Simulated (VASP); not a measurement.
Here is a VASP 6.6.1 calculation.

Contents of POSCAR:

```
MgSi
1.0
    2.9083940000      0.0000000000      0.0000000000
    0.0000000000      2.9083940000      0.0000000000
    0.0000000000      0.0000000000      4.1034270000
Si Mg
1 1
Direct
    0.5000000000      0.5000000000      0.5000000000
    0.0000000000      0.0000000000      0.0000000000
```

The input INCAR.step1:

```
PREC = Accurate
ENCUT = 520
EDIFF = 1E-5
ISMEAR = -1
SIGMA = 0.05
LREAL = False
LASPH = True
NELM = 60
ALGO = Normal
ISIF = 2
LWAVE = True
LCHARG = False
NBANDS = 10
GGA = PE
```

INCAR.step2

```
PREC = Accurate
ENCUT = 520
EDIFF = 1E-7
ISMEAR = -1
SIGMA = 0.05
LREAL = False
LASPH = True
NELM = 60
ALGO = Normal
ISIF = 2
LWAVE = False
LCHARG = False
GGA = PE
LHFCALC = True
HFSCREEN = 0.2
AEXX = 0.25
PRECFOCK = Fast
NBANDS = 10
ISTART = 1
```

The input KPOINTS:

```
regular mesh
0
Gamma
  5 5 4
```

Potentials or basis: VASP PAW PBE potentials, release 64 (Si, Mg).

Run with:

```sh
$ cat potpaw_PBE.64/Si/POTCAR potpaw_PBE.64/Mg/POTCAR > POTCAR
$ cp INCAR.step1 INCAR
$ mpirun -np 1 vasp_std > vasp.out
$ cp INCAR.step2 INCAR
$ mpirun -np 1 vasp_std > vasp.out
```

Q: Estimate the band gap on the k mesh.

A: None (metal or under the smearing width).

Q: Estimate the pressure.

A: -0.8 GPa.

Stress tensor (GPa, compression positive):
```
-2.48  0.00  0.00
 0.00 -2.48  0.00
 0.00  0.00  2.71
```

Caveat: the k mesh is coarse (spacing up to 0.43 Å⁻¹), so the values aren't converged, least of all with exact exchange; the PAW data sets were made with another functional, which shifts forces and pressure a little.
